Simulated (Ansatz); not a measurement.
## SiNi3 in Ansatz: the effect of functional

SiNi3:

```xyz
4
Lattice="3.4697 0.0000 0.0000 0.0000 3.4697 0.0000 0.0000 0.0000 3.4697" Properties=species:S:1:pos:R:3 pbc="T T T"
Ni    1.7348    1.7348    0.0000
Ni    1.7348    0.0000    1.7348
Ni    0.0000    1.7348    1.7348
Si    0.0000    0.0000    0.0000
```

The cell isn't the ideal one: volume scaled by 0.94.

Alike in all runs:

* Program: Ansatz 0.2.0
* Task: single point
* Potentials or basis: Ansatz PAW
* k mesh: 8 × 8 × 8
* Occupations: fermi-dirac, width 0.05 eV
* Spin: collinear spin, ferromagnetic start
* Starting moments: [1.0, 1.0, 1.0, 0.0] μB

Problem. One run gave: pressure 7.3 GPa; moment 0.00 μB. Which functional did it use?
A. r2SCAN
B. PBE
C. LDA

Solution. B.

```tsv
functional	cutoff	pressure (GPa)	moment (μB)
LDA	420 eV (not typed: the program's choice for these potentials)	-8.6	0.00
r2SCAN	500 eV (not typed: the program's choice for these potentials)	-1.0	0.12
PBE	420 eV (not typed: the program's choice for these potentials)	7.3	0.00
```

Caveats: the starting moments weren't kept; the PAW data sets come from PBE, with cores solved anew for the run's functional, which leaves a small shift of forces and pressure (some runs); the magnetic or orbital state may not be the lowest (some runs).
